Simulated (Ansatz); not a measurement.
**Pressure series in Li3N**

The parent structure is Li$_{3}$N (space group P6/mmm, No. 191; a = 3.6071 Å, c = 3.8446 Å).

Cell and atoms are relaxed at each pressure.

Level of theory: Kohn–Sham DFT with the PBEsol functional, run in Ansatz (a quantum-chemistry and plane-wave program) with PAW and 420 eV plane waves, without spin-orbit coupling.

Candidates:
(a) pressure 3 GPa
(b) pressure −2 GPa
(c) pressure 0.3 GPa
(d) pressure 10 GPa
(e) pressure −1 GPa

Before the change:

The smallest direct gap is 1.29 eV.

Q: Order them by smallest direct gap, highest first.

A: (d) pressure 10 GPa (1.69 eV), (a) pressure 3 GPa (1.44 eV), (c) pressure 0.3 GPa (1.31 eV), (e) pressure −1 GPa (1.24 eV), (b) pressure −2 GPa (1.18 eV)

Load acts through the strain it causes; cell and atoms are relaxed under it. Stability against distortions was not tested. Competing high-pressure phases were not computed.
